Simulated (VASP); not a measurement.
# BaS (Fm-3m) in VASP: settings compared, part 2 of 2

VASP 6.6.1.

## Step 4: Single point, PBE+D3(BJ), collinear spin, zero start

File INCAR:

```
SYSTEM = BaS
PREC = Accurate ; ENCUT = 520
EDIFF = 1E-6 ; ISMEAR = -1
SIGMA = 0.1 ; LREAL = .FALSE.
LASPH = .TRUE. ; NELM = 150
ALGO = Normal ; ISIF = 2
LWAVE = .FALSE. ; LCHARG = .FALSE.
ISPIN = 2 ; MAGMOM = 0 0
LORBIT = 11 ; GGA = PE
IVDW = 12 ; NBANDS = 19
```

File KPOINTS:

```
regular mesh
0
G
  8 8 8
  0 0 0
```

File POSCAR:

```
BaS
1.0
    0.0000000000      3.2189000900      3.2189000900
    3.2189000900      0.0000000000      3.2189000900
    3.2189000900      3.2189000900      0.0000000000
S Ba
1 1
Direct
    0.5000000000      0.5000000000      0.5000000000
    0.0000000000      0.0000000000      0.0000000000
```

Potentials or basis: VASP PAW PBE potentials, release 64 (S, Ba_sv).

The run is started by

```bash
cat potpaw_PBE.64/S/POTCAR potpaw_PBE.64/Ba_sv/POTCAR > POTCAR
mpirun -np 1 vasp_std > vasp.out
```

OUTCAR:

```text
SYSTEM = BaS
   PREC = Accurate
   ENCUT = 520
   EDIFF = 1E-6
   ISMEAR = -1
   LREAL = .FALSE.
   LASPH = .TRUE.
   NELM = 150
   ISIF = 2
   ISPIN = 2
   LORBIT = 11
   GGA = PE
   IVDW = 12
 IVDW          = 12

 ion  position               nearest neighbor table
   1  0.500  0.500  0.500-   2 3.22   2 3.22   2 3.22   2 3.22   2 3.22   2 3.22
   2  0.000  0.000  0.000-   1 3.22   1 3.22   1 3.22   1 3.22   1 3.22   1 3.22

  LATTYP: Found a face centered cubic cell.
 ALAT       =     6.4378001800

  Lattice vectors:

 A1 = (   0.0000000000,   3.2189000900,   3.2189000900)
 A2 = (   3.2189000900,   0.0000000000,   3.2189000900)
 A3 = (   3.2189000900,   3.2189000900,   0.0000000000)

Analysis of symmetry for initial positions (statically):
=====================================================================
 Subroutine PRICEL returns:
 Original cell was already a primitive cell.

 Routine SETGRP: Setting up the symmetry group for a
 face centered cubic supercell.

 Subroutine GETGRP returns: Found 48 space group operations
 (whereof 48 operations were pure point group operations)
 out of a pool of 48 trial point group operations.

The static configuration has the point symmetry O_h .

Analysis of symmetry for dynamics (positions and initial velocities):
=====================================================================
 Subroutine PRICEL returns:
 Original cell was already a primitive cell.

 Routine SETGRP: Setting up the symmetry group for a
 face centered cubic supercell.

 Subroutine GETGRP returns: Found 48 space group operations
 (whereof 48 operations were pure point group operations)
 out of a pool of 48 trial point group operations.

The dynamic configuration has the point symmetry O_h .

Analysis of structural, dynamic, and magnetic symmetry:
=====================================================================
 Subroutine PRICEL returns:
 Original cell was already a primitive cell.

 Routine SETGRP: Setting up the symmetry group for a
 face centered cubic supercell.

 Subroutine GETGRP returns: Found 48 space group operations
 (whereof 48 operations were pure point group operations)
 out of a pool of 48 trial point group operations.

The overall configuration has the point symmetry O_h .

 Subroutine INISYM returns: Found 48 space group operations
 (whereof 48 operations are pure point group operations),
 and found     1 'primitive' translations

----------------------------------------------------------------------------------------

                                     Primitive cell

  volume of cell :      66.7041

  direct lattice vectors                    reciprocal lattice vectors
     0.000000000  3.218900090  3.218900090    -0.155332563  0.155332563  0.155332563
     3.218900090  0.000000000  3.218900090     0.155332563 -0.155332563  0.155332563
     3.218900090  3.218900090  0.000000000     0.155332563  0.155332563 -0.155332563

  length of vectors
     4.552212163  4.552212163  4.552212163     0.269043891  0.269043891  0.269043891

  position of ions in fractional coordinates (direct lattice)
     0.500000000  0.500000000  0.500000000
     0.000000000  0.000000000  0.000000000

  ion indices of the primitive-cell ions
   primitive index   ion index
                 1           1
                 2           2

----------------------------------------------------------------------------------------
[... 68 lines left out ...]
   ENCUT  =  520.0 eV  38.22 Ry    6.18 a.u.   8.46  8.46  8.46*2*pi/ulx,y,z
   NELM   =    150;   NELMIN=  2; NELMDL= -5     # of ELM steps
   EDIFF  = 0.1E-05   stopping-criterion for ELM
   LREAL  =      F    real-space projection
   EDIFFG = 0.1E-04   stopping-criterion for IOM
   NSW    =      0    number of steps for IOM
   IBRION =     -1    ionic relax: 0-MD 1-quasi-New 2-CG
   NFREE  =      0    steps in history (QN), initial steepest desc. (CG)
   ISIF   =      2    stress and relaxation
   ISYM   =      2    0-nonsym 1-usesym 2-fastsym
   POTIM  = 0.5000    time-step for ionic-motion
   TEBEG  =    0.0;   TEEND  =   0.0 temperature during run
   PSTRESS=    0.0 pullay stress
   NELECT =      16.0000    total number of electrons
   NUPDOWN=      -1.0000    fix difference up-down
   EMIN   =  10.00;   EMAX   =-10.00  energy-range for DOS
   EFERMI =   0.00;   METHOD = LEGACY
   ISMEAR =    -1;   SIGMA  =   0.10  broadening in eV -4-tet -1-fermi 0-gaus
   EFERMI_NEDOS =   21; number of points for ismear=-14 and -15
   IALGO  =     38    algorithm
   IMIX   =      4    mixing-type and parameters
     AMIX     =   0.40;   BMIX     =  1.00
     AMIX_MAG =   1.60;   BMIX_MAG =  1.00
  volume/ion in A,a.u.               =      33.35       225.07
  Fermi-wavevector in a.u.,A,eV,Ry     =   1.017179  1.922189 14.077307  1.034653
  Thomas-Fermi vector in A             =   2.150565
   LORBIT       =     11    0 simple, 1 ext, 2 COOP (PROOUT), +10 PAW based schemes
   GGA     = PE    functional components
   LHFCALC =     F    Hartree Fock is set to
   AEXX    =    0.0000 exact exchange contribution
   IVDW    =    12    specifies the selected vdW correction
   LEPSILON=     F    determine dielectric tensor
   LRPA    =     F    only Hartree local field effects (RPA)
 spin polarized calculation
  energy-cutoff  :      520.00
  volume of cell :       66.70
 maximum number of plane-waves:      1814
 NGX is ok and might be reduce to    36
   NGX = 17   NGY = 17   NGZ = 17

 number of electron      16.0000002 magnetization      -0.0000000

 number of electron      16.0000002 magnetization       0.0000000

 Free energy of the ion-electron system (eV)
  ---------------------------------------------------
  ext. energy  EPLUGINS =         0.00000000
  ---------------------------------------------------
  free energy    TOTEN  =       -10.19351377 eV

  energy without entropy =      -10.19351118  energy(sigma->0) =      -10.19351248

 E-fermi :   2.4955     XC(G=0):  -8.5285

 val. band max:        1.3333282084   @ k =   0.0000   0.0000   0.0000
 cond. band min:       3.4788120096   @ k =   0.5000   0.5000   0.0000
 fundamental gap:      2.1454838012
 Fermi energy:         2.4954869237

 spin component 1

 k-point     1 :       0.0000    0.0000    0.0000
  band No.  band energies     occupation
      1     -24.8167      1.00000
      2      -9.8746      1.00000
      3      -9.8746      1.00000
      4      -9.8746      1.00000
      5      -8.9912      1.00000
      6       1.3333      0.99999
[... 517 lines left out ...]
     18      13.8089      0.00000
     19      14.4722      0.00000

 [... further k-points ...]

 spin component 2

 k-point     1 :       0.0000    0.0000    0.0000
  band No.  band energies     occupation
      1     -24.8166      1.00000
      2      -9.8746      1.00000
      3      -9.8746      1.00000
      4      -9.8746      1.00000
      5      -8.9912      1.00000
      6       1.3333      0.99999
[... 517 lines left out ...]
     18      13.8089      0.00000
     19      14.4722      0.00000

 [... further k-points ...]

------------------------ aborting loop because EDIFF is reached ----------------------------------------

 Edisp (eV)   -0.54164

 E8    (eV) :    -0.2667

  FORCE on cell =-STRESS in cart. coord.  units (eV):
  Direction    XX          YY          ZZ          XY          YZ          ZX
  --------------------------------------------------------------------------------------
  -------------------------------------------------------------------------------------
  Total      -0.40640    -0.40640    -0.40640    -0.00000    -0.00000     0.00000
  in kB      -9.76139    -9.76139    -9.76139    -0.00000    -0.00000     0.00000
  external pressure =       -9.76 kB  Pullay stress =        0.00 kB

 VOLUME and BASIS-vectors are now :
 -----------------------------------------------------------------------------
  energy-cutoff  :      520.00
  volume of cell :       66.70
      direct lattice vectors                 reciprocal lattice vectors
     0.000000000  3.218900090  3.218900090    -0.155332563  0.155332563  0.155332563
     3.218900090  0.000000000  3.218900090     0.155332563 -0.155332563  0.155332563
     3.218900090  3.218900090  0.000000000     0.155332563  0.155332563 -0.155332563

 POSITION                                       TOTAL-FORCE (eV/Angst)
 -----------------------------------------------------------------------------------
      3.21890      3.21890      3.21890         0.000000      0.000000      0.000000
      0.00000      0.00000      0.00000        -0.000000      0.000000     -0.000000
 -----------------------------------------------------------------------------------
    total drift:                                0.000000      0.000000      0.000000

  FREE ENERGIE OF THE ION-ELECTRON SYSTEM (eV)
  ---------------------------------------------------
  free  energy   TOTEN  =       -10.7351531091 eV

  energy  without entropy=      -10.7351505189  energy(sigma->0) =      -10.73515181

 total charge

# of ion       s       p       d       tot
------------------------------------------
    1        1.320   2.422   0.000   3.743
    2        2.009   5.618   0.266   7.893
--------------------------------------------------
tot          3.330   8.040   0.266  11.636

 magnetization (x)

# of ion       s       p       d       tot
------------------------------------------
    1       -0.000  -0.000   0.000  -0.000
    2        0.000   0.000  -0.000   0.000
--------------------------------------------------
tot          0.000   0.000  -0.000   0.000
```

It took 2 min on 1 thread of Intel Xeon Platinum 8259CL at 2.50GHz (Skylake/Cascade Lake), shared host; peak memory 0.27 GiB.

Results:

```
Free energy                                           : -10.7352 eV
Pressure                                              : -1.0 GPa
Band gap on the k mesh                                : 2.15 eV (least direct gap 2.29 eV)
Net moment                                            : 0.00 μB per cell
Valence electrons inside the program's atomic spheres : S 3.74; Ba 7.89
Dispersion energy per atom                            : -0.271 eV
```

Caveat: three body term missing; spin-orbit coupling is left out, which moves the levels of the heavy elements.

## Step 5: Against experiment

Step 2. A measured gap of BaS is 3.806 eV (indirect; 2 K; a printed reference work, monograph, original work of 1988); the calculated 2.26 eV misses it by -1.55 eV. Spin-orbit coupling on Ba is left out. The value is that of PBE on a finite k mesh, which can miss the band edges, without temperature or zero-point motion. Semilocal functionals fall short of measured gaps as a rule.

Step 3. Measured gap of BaS: 3.806 eV (indirect; 2 K; a printed reference work, monograph, original work of 1988). This calculation gives 2.26 eV (-1.55 eV). Spin-orbit coupling on Ba is left out. The value is that of PBE on a finite k mesh, which can miss the band edges, without temperature or zero-point motion. Semilocal functionals fall short of measured gaps as a rule.

Step 4. Measured gap of BaS: 3.806 eV (indirect; 2 K; a printed reference work, monograph, original work of 1988). This calculation gives 2.15 eV (-1.66 eV). Spin-orbit coupling on Ba is left out. The value is that of PBE+D3(BJ) on a finite k mesh, which can miss the band edges, without temperature or zero-point motion. Semilocal functionals fall short of measured gaps as a rule.
